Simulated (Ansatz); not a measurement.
ZnS: moving Zn off its site

ZnS, P6_3mc, a = 3.807 Å, c = 6.246 Å. The compound has several low-lying forms, and this is one of them. Ansatz: r2SCAN, PAW, 500 eV, Γ-centred 6×6×4 mesh on 4 atoms, Gaussian smearing 0.05 eV; no spin polarisation.

```yaml
crystal:
  lattice:
    - [3.80672, 0.00000, 0.00000]
    - [-1.90336, 3.29672, 0.00000]
    - [0.00000, 0.00000, 6.24574]
  atoms:
    - { symbol: Zn, position: [0.33333, 0.66667, 0.00539] }
    - { symbol: Zn, position: [0.66667, 0.33333, 0.50539] }
    - { symbol: S, position: [0.33333, 0.66667, 0.37961] }
    - { symbol: S, position: [0.66667, 0.33333, 0.87961] }
```

Atom 1 (Zn) moves by x along the unit vector (-0.815, -0.471, -0.337), with its periodic images; all else is held. y is the free energy of the cell over the start, F the force along the path summed over the moved atoms.

```tsv
x (Å)	y (meV)	F (eV/Å)
-0.450	321.8	0.99
-0.360	233.2	0.97
-0.270	148.9	0.89
-0.180	75.2	0.73
-0.090	?	?
0.000	0.0	0.00
0.180	128.7	-1.63
0.270	334.4	-3.02
0.360	689.8	-4.99
0.450	1257.7	-7.79
```

Task: Fit y = c2 x² + c3 x³ + c4 x⁴ to the energies of the other rows, give the force constant, and predict energy and force of the missing row.

Result: Least squares on the rows shown. y = 2977.8 x² + 5070.2 x³ + 4547.8 x⁴. The force constant is 2 c2 = 5.96 eV/Å² (for all images moving together, not for a lone atom). The force −dy/dx at the missing row is 0.43 eV/Å (computed 0.44). At x = -0.090 the fit asked for gives 20.7 meV. The run gave 21.4 meV, so the fit is 0.7 meV too low, within the rms miss on the fitted rows (6.4 meV).